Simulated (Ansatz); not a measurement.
# TaN (P-62m) in Ansatz: further runs, part 2 of 2

Ansatz 0.2.0. Earlier steps stand in the parts before.

## 4. Band structure, r2SCAN

File input.yaml:

```yaml
crystal:
  lattice:
    - [5.196, 0.0, 0.0]
    - [-2.598, 4.4998679981, 0.0]
    - [0.0, 0.0, 2.911]
  atoms:
    - { symbol: Ta, position: [0.0, 0.0, 0.0] }
    - { symbol: Ta, position: [0.6666666667, 0.3333333333, 0.5] }
    - { symbol: Ta, position: [0.3333333333, 0.6666666667, 0.5] }
    - { symbol: "N", position: [0.0, 0.39285, 0.0] }
    - { symbol: "N", position: [0.60715, 0.60715, 0.0] }
    - { symbol: "N", position: [0.39285, 0.0, 0.0] }
hamiltonian:
  xc: r2scan
  pseudopotentials: { kind: paw }
kpoints:
  mp_grid: { grid: [6, 6, 9] }
  band_path:
    path:
      - [[0.0, 0.0, 0.0], [0.5, 0.0, 0.0], [0.3333333333, 0.3333333333, 0.0], [0.0, 0.0, 0.0], [0.0, 0.0, 0.5], [0.5, 0.0, 0.5], [0.3333333333, 0.3333333333, 0.5], [0.0, 0.0, 0.5]]
      - [[0.5, 0.0, 0.5], [0.5, 0.0, 0.0]]
      - [[0.3333333333, 0.3333333333, 0.0], [0.3333333333, 0.3333333333, 0.5]]
    npoints: 14
scf:
  occupations: { method: fermi_dirac, width: 0.05 }
  n_extra_bands: 15
output:
  forces: true
  stress: true
  eigenvalues: true
  fatbands: false
```

Potentials or basis: Ansatz PAW.

Launch:

```sh
$ ansatz run input.yaml --threads 2 --pin off --max-ram 5632MiB --backend cpu --events-out ev --progress --plain --runs-dir out
```

Standard output:

```text
Warning: RAYON_NUM_THREADS=2 ignored (pool sized by the plan → 2); use --threads N
scf.n_extra_bands = 15 over 27 filled bands (N_el = 54.0): the run solves 42 bands
Engine: ansatz 0.2.0, x86_64-unknown-linux-gnu
Pseudopotentials: kind: paw
Pseudopotential: Ta, paw, valence charge 13, recommended cutoff 500 eV (meta_gga), Ta.paw.azcp
Pseudopotential: N, paw, valence charge 5, recommended cutoff 500 eV (meta_gga), N.paw.azcp
Functional definition: r2SCAN
  parameter k0 = 0.174
  parameter k1 = 0.065
  parameter a1 = 4.9479
  exchange = r2scan_x(k0 = k0, k1 = k1, a1 = a1)
  correlation = r2scan_c
Crystal: 6 atoms, lattice volume = 68.063 Å³
Basis set: ecut = 500 eV, 1763 PW (Γ), exchange–correlation on 160×160×96 points (64 copies of the dense FFT grid, shifted against one another)
Bands: 42, of which v1, the nominal top of the filled ones, is band 27 counted from 1 (26 counted from 0)
[... 46 lines left out ...]
  E_closure    = 0.000000  (closes the sum)
  Σ components = -30995.535015   (vs F -30995.535015, Δ=0.00e0)
--- Forces (eV/Å), atoms counted from 1 ---
  atom   1  Ta    -0.00000000     0.00000000     0.00000000
  atom   2  Ta     0.00000000     0.00000000     0.00000000
  atom   3  Ta    -0.00000000    -0.00000000     0.00000000
  atom   4  N      0.01562852    -0.02706939     0.00000000
  atom   5  N      0.01562852     0.02706939     0.00000000
  atom   6  N     -0.03125704    -0.00000000     0.00000000
  max |Σ_I F_I| component: 4.16e-16 eV/Å
--- Stress (GPa, compression-positive) ---
        0.437140      -0.000000       0.000000
        0.000000       0.437140       0.000000
        0.000000       0.000000       0.047036
  P = ⅓ Tr σ = 0.3071 GPa (3.071 kbar)
--- Band table (eV; the first three rows and the last of 35) ---
  k-point 0: bands = ["-51.6498", "-51.6017", "-50.9587", "-17.8124", "-17.8124", "-17.4427", "-17.4427", "-17.2646", "-17.1518", "-16.9733", "-16.9733", "-16.3296", "0.3144", "2.9902", "2.9902", "10.0102", "12.8188", "12.8188", "12.9810", "13.6627", "13.6627", "14.4470", "14.4470", "15.1326", "16.1281", "17.7474", "18.7565", "18.7565", "20.4613", "20.4613", "21.6394", "21.7769", "21.7769", "22.5035", "23.0912", "23.0912", "25.2127", "25.2127", "26.9876", "26.9876", "29.4340", "29.8133"]
  k-point 1: bands = ["-51.6443", "-51.5964", "-50.9537", "-17.7942", "-17.7942", "-17.4243", "-17.4243", "-17.3731", "-17.2474", "-16.9716", "-16.9716", "-16.4165", "0.5466", "2.9250", "2.9250", "10.4217", "12.6142", "12.6142", "13.1639", "13.5647", "13.5647", "14.3708", "14.3708", "14.5033", "16.5773", "18.2828", "18.2828", "18.3367", "21.0549", "21.0549", "21.8309", "21.8309", "21.8410", "22.7473", "23.1202", "23.1202", "25.0698", "25.0698", "26.5904", "26.5904", "29.7289", "30.5774"]
  k-point 2: bands = ["-51.6302", "-51.5829", "-50.9408", "-17.7479", "-17.7479", "-17.6395", "-17.4836", "-17.3759", "-17.3759", "-16.9690", "-16.9690", "-16.6318", "1.1595", "2.7536", "2.7536", "11.5166", "12.1166", "12.1166", "12.6912", "13.3606", "13.3606", "14.1779", "14.1821", "14.1821", "17.7735", "17.7735", "17.9094", "19.6788", "21.3361", "21.3361", "21.9453", "21.9453", "22.4202", "23.3816", "23.6044", "23.6044", "24.8486", "24.8486", "25.9680", "25.9680", "30.0991", "30.9914"]
  k-point 34: bands = ["-51.5806", "-51.5806", "-50.9166", "-18.0256", "-18.0256", "-17.7255", "-17.4685", "-17.4685", "-17.2230", "-16.9952", "-16.9597", "-16.9597", "2.0862", "2.7161", "2.7161", "11.2465", "11.2465", "12.1559", "12.1679", "12.1679", "12.9036", "12.9188", "15.3194", "15.3194", "17.1892", "17.1892", "17.8136", "22.1277", "22.1277", "22.3373", "22.7329", "22.7329", "23.5885", "23.7626", "23.7626", "25.2592", "26.1127", "26.1127", "26.2688", "27.2382", "29.0126", "29.0126"]
```

Wall time 19 s (2 threads of AMD EPYC 7R43 (Zen 3), shared host); peak memory 0.63 GiB.

What came out:

| Item | Value |
| --- | --- |
| Free energy | -30995.5350 eV |
| Pressure | 0.3 GPa |
| Largest force | 0.031 eV/Å |
| Band gap on the k mesh | none (metal or under the smearing width) |

Forces in eV/Å, atoms in the order of the input:
```
Ta   0.000  0.000  0.000
Ta   0.000  0.000  0.000
Ta   0.000  0.000  0.000
N    0.016 -0.027  0.000
N    0.016  0.027  0.000
N   -0.031  0.000  0.000
```

Stress tensor (GPa, compression positive):
```
0.44 0.00 0.00
0.00 0.44 0.00
0.00 0.00 0.05
```

Levels at the corners of the path, in eV from the Fermi level:
| point | band 23 | band 24 | band 25 | band 26 | band 27 | band 28 | band 29 | band 30 | band 31 | band 32 |
| --- | --- | --- | --- | --- | --- | --- | --- | --- | --- | --- |
| Γ | -5.22 | -4.53 | -3.54 | -1.92 | -0.91 | -0.91 | 0.79 | 0.79 | 1.97 | 2.11 |
| M | -4.82 | -4.12 | -4.10 | -2.92 | -2.66 | 1.38 | 2.02 | 2.12 | 2.65 | 2.66 |
| K | -5.23 | -4.25 | -3.97 | -2.64 | -2.64 | 1.36 | 1.92 | 1.92 | 2.26 | 2.94 |
| Γ | -5.22 | -4.53 | -3.54 | -1.92 | -0.91 | -0.91 | 0.79 | 0.79 | 1.97 | 2.11 |
| A | -4.73 | -4.56 | -2.96 | -2.96 | 2.01 | 2.07 | 2.07 | 2.47 | 2.47 | 3.47 |
| L | -4.96 | -4.23 | -3.33 | -2.06 | -0.93 | 0.61 | 1.63 | 3.47 | 3.55 | 3.61 |
| H | -4.25 | -4.25 | -2.59 | -2.59 | -1.84 | 2.68 | 2.68 | 2.72 | 2.90 | 2.90 |
| A | -4.73 | -4.56 | -2.96 | -2.96 | 2.01 | 2.07 | 2.07 | 2.47 | 2.47 | 3.47 |
| L | -4.96 | -4.23 | -3.33 | -2.06 | -0.93 | 0.61 | 1.63 | 3.47 | 3.55 | 3.61 |
| M | -4.82 | -4.12 | -4.10 | -2.92 | -2.66 | 1.38 | 2.02 | 2.12 | 2.65 | 2.66 |
| K | -5.23 | -4.25 | -3.97 | -2.64 | -2.64 | 1.36 | 1.92 | 1.92 | 2.26 | 2.94 |
| H | -4.25 | -4.25 | -2.59 | -2.59 | -1.84 | 2.68 | 2.68 | 2.72 | 2.90 | 2.90 |

Caveat: spin-orbit coupling is left out, which moves the levels of the heavy elements; the PAW data sets come from PBE, with cores solved anew for the run's functional, which leaves a small shift of forces and pressure.

## 5. Band structure, PBEsol

Edit input.yaml of step 4 so:

```diff
@@ -13,3 +13,3 @@
 hamiltonian:
-  xc: r2scan
+  xc: pbesol
   pseudopotentials: { kind: paw }
@@ -30,2 +30,2 @@
   eigenvalues: true
-  fatbands: false
+  fatbands: true
```

Launch:

```sh
$ ansatz run input.yaml --threads 2 --pin off --max-ram 5632MiB --backend cpu --events-out ev --progress --plain --runs-dir out
```

Run time: 9.4 s. Hardware: 2 threads of Intel Xeon 6975P-C (Granite Rapids), shared host; peak memory 0.49 GiB.

It converged, with:

```
Free energy            : -30562.9710 eV
Pressure               : -3.8 GPa
Largest force          : 0.017 eV/Å
Band gap on the k mesh : none (metal or under the smearing width)
```

Forces on the atoms (eV/Å):
```
Ta   0.000  0.000  0.000
Ta   0.000  0.000  0.000
Ta   0.000  0.000  0.000
N   -0.008  0.015  0.000
N   -0.008 -0.015  0.000
N    0.017  0.000  0.000
```

Stress tensor (GPa, compression positive):
```
-3.22  0.00  0.00
 0.00 -3.22  0.00
 0.00  0.00 -4.89
```

Levels at the corners of the path, in eV from the Fermi level:
| point | band 25 | band 26 | band 27 | band 28 | band 29 | band 30 |
| --- | --- | --- | --- | --- | --- | --- |
| Γ | -3.30 | -1.89 | -0.89 | -0.89 | 0.60 | 0.60 |
| M | -3.83 | -2.82 | -2.61 | 1.22 | 1.82 | 1.94 |
| K | -3.67 | -2.57 | -2.57 | 1.24 | 1.70 | 1.70 |
| Γ | -3.30 | -1.89 | -0.89 | -0.89 | 0.60 | 0.60 |
| A | -2.85 | -2.85 | 1.94 | 1.94 | 2.02 | 2.21 |
| L | -3.23 | -1.93 | -0.92 | 0.53 | 1.38 | 3.28 |
| H | -2.53 | -2.53 | -1.69 | 2.54 | 2.54 | 2.59 |
| A | -2.85 | -2.85 | 1.94 | 1.94 | 2.02 | 2.21 |
| L | -3.23 | -1.93 | -0.92 | 0.53 | 1.38 | 3.28 |
| M | -3.83 | -2.82 | -2.61 | 1.22 | 1.82 | 1.94 |
| K | -3.67 | -2.57 | -2.57 | 1.24 | 1.70 | 1.70 |
| H | -2.53 | -2.53 | -1.69 | 2.54 | 2.54 | 2.59 |

Caveat: the pressure holds a Pulay correction of +0.5 GPa for the finite cutoff; spin-orbit coupling is left out, which moves the levels of the heavy elements; the PAW data sets come from PBE, with cores solved anew for the run's functional, which leaves a small shift of forces and pressure.

## 6. Band structure, PBEsol

Edit input.yaml of step 5 so:

```diff
@@ -14,3 +14,3 @@
   xc: pbesol
-  pseudopotentials: { kind: paw }
+  pseudopotentials: { kind: paw, source: jth, xc_functional: pbe }
 kpoints:
@@ -30,2 +30,2 @@
   eigenvalues: true
-  fatbands: true
+  fatbands: false
```

Potentials or basis: JTH PAW.

Launch:

```sh
$ ansatz run input.yaml --threads 2 --pin off --max-ram 5632MiB --backend cpu --events-out ev --progress --plain --runs-dir out
```

It took 28 s on 2 threads of Intel Xeon 6975P-C (Granite Rapids), shared host; peak memory 1.2 GiB.

It converged, with:

```
Free energy            : -30448.5226 eV
Pressure               : -3.3 GPa
Largest force          : 0.032 eV/Å
Band gap on the k mesh : none (metal or under the smearing width)
```

Forces in eV/Å, atoms in the order of the input:
```
Ta   0.000  0.000  0.000
Ta   0.000  0.000  0.000
Ta   0.000  0.000  0.000
N   -0.016  0.028  0.000
N   -0.016 -0.028  0.000
N    0.032  0.000  0.000
```

Stress tensor (GPa, compression positive):
```
-2.68  0.00  0.00
 0.00 -2.68  0.00
 0.00  0.00 -4.48
```

Levels at the corners of the path, in eV from the Fermi level:
```csv
point,band 23,band 24,band 25,band 26,band 27,band 28,band 29,band 30,band 31,band 32
Γ,-5.00,-4.22,-3.30,-1.90,-0.89,-0.89,0.59,0.59,1.85,1.94
M,-4.58,-3.86,-3.84,-2.82,-2.62,1.22,1.81,1.93,2.43,2.44
K,-4.98,-4.00,-3.67,-2.57,-2.57,1.24,1.70,1.70,2.05,2.72
Γ,-5.00,-4.22,-3.30,-1.90,-0.89,-0.89,0.59,0.59,1.85,1.94
A,-4.45,-4.30,-2.85,-2.85,1.94,1.94,2.03,2.21,2.21,3.31
L,-4.69,-3.97,-3.24,-1.94,-0.92,0.52,1.37,3.28,3.32,3.41
H,-3.98,-3.98,-2.53,-2.53,-1.70,2.54,2.54,2.58,2.63,2.63
A,-4.45,-4.30,-2.85,-2.85,1.94,1.94,2.03,2.21,2.21,3.31
L,-4.69,-3.97,-3.24,-1.94,-0.92,0.52,1.37,3.28,3.32,3.41
M,-4.58,-3.86,-3.84,-2.82,-2.62,1.22,1.81,1.93,2.43,2.44
K,-4.98,-4.00,-3.67,-2.57,-2.57,1.24,1.70,1.70,2.05,2.72
H,-3.98,-3.98,-2.53,-2.53,-1.70,2.54,2.54,2.58,2.63,2.63
```

Caveat: spin-orbit coupling is left out, which moves the levels of the heavy elements.

## 7. Summary

```csv
level,potentials or basis,cutoff (eV),gap on the mesh (eV),pressure (GPa),largest force (eV/Å)
LDA,Ansatz PAW,420,none,-10.0,0.05
PBEsol,Ansatz PAW,420,none,-3.8,0.02
r2SCAN,Ansatz PAW,500,none,0.3,0.03
PBEsol,JTH PAW,1320,none,-3.3,0.03
```

Alike in all rows: task band structure; no spin polarisation; cell as given; k mesh 6 × 6 × 9; smearing fermi-dirac 0.05 eV.

Caveats: spin-orbit coupling is left out, which moves the levels of the heavy elements; the PAW data sets come from PBE, with cores solved anew for the run's functional, which leaves a small shift of forces and pressure (some runs).

Total energies depend on the potentials used, so only differences within one code and one set of settings carry meaning.
